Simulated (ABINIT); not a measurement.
Here is an ABINIT 10.8.3 (patched build) calculation.

run.abi

```
ndtset 2

pp_dirpath "./"
pseudos "Ti.GGA_PBE-JTH.xml, Al.GGA_PBE-JTH.xml"

acell 3*1.0
rprim
     5.4183403473     0.0000000000     0.0000000000
    -2.7091701735     4.6924203870     0.0000000000
     0.0000000000     0.0000000000     8.8402956583
ntypat 2
znucl 22 13
natom 2
typat 1 2
xcart
     0.0000000000     0.0000000000     0.0000000000
    -0.0000000001     1.6554146219     2.3390415000 Angstrom

ecut 18.0
pawecutdg 36.0

ixc -263267
usekden 1
pawxcdev 0

occopt 3
tsmear 0.00183747

nstep 100

iomode 3
prtwf 0
prteig 0
prtebands 0
prtden1 1
prtkden1 1

kptopt1 1
ngkpt1 11 11 6
nshiftk1 1
shiftk1 0.0 0.0 0.0
nband1 12
tolvrs1 1.0e-7

iscf2 -2
getden2 1
getkden2 1
nband2 18
nbdbuf2 4
tolwfr2 1.0e-11
kptopt2 -7
ndivsm2 5
prteig2 1
kptbounds2
     0.0000000000     0.0000000000     0.0000000000
     0.5000000000     0.0000000000     0.0000000000
     0.3333333333     0.3333333333     0.0000000000
     0.0000000000     0.0000000000     0.0000000000
     0.0000000000     0.0000000000     0.5000000000
     0.5000000000     0.0000000000     0.5000000000
     0.3333333333     0.3333333333     0.5000000000
     0.0000000000     0.0000000000     0.5000000000
```

Potentials or basis: JTH PAW PBE v2.0.

Launch:

```sh
$ abinit run.abi > log 2>&1
```

**Question.** What does it give for the band gap on the k mesh?

**Answer.** None (metal or under the smearing width).

**Question.** What does it give for the pressure?

**Answer.** -1.2 GPa.

Levels at the corners of the path, in eV from the Fermi level:
```tsv
point	band 3	band 4	band 5	band 6	band 7	band 8	band 9	band 10	band 11	band 12
Γ	-33.87	-33.87	-9.26	-2.44	-1.95	1.42	1.42	3.02	3.02	4.15
M	-34.20	-34.01	-3.83	-2.91	-1.54	-0.99	2.33	4.22	4.28	4.36
K	-34.28	-34.19	-2.02	-1.81	-1.71	-0.50	0.11	2.07	3.00	4.31
Γ	-33.87	-33.87	-9.26	-2.44	-1.95	1.42	1.42	3.02	3.02	4.15
A	-33.87	-33.87	-8.31	-5.58	-0.39	1.43	1.43	2.94	2.94	7.02
L	-34.20	-34.01	-3.73	-2.48	-1.91	0.46	1.11	2.12	3.18	4.22
H	-34.28	-34.19	-2.00	-1.94	-0.70	-0.70	0.01	1.42	3.49	4.77
A	-33.87	-33.87	-8.31	-5.58	-0.39	1.43	1.43	2.94	2.94	7.02
```

Caveat: the PAW data sets were made with another functional, which shifts forces and pressure a little.
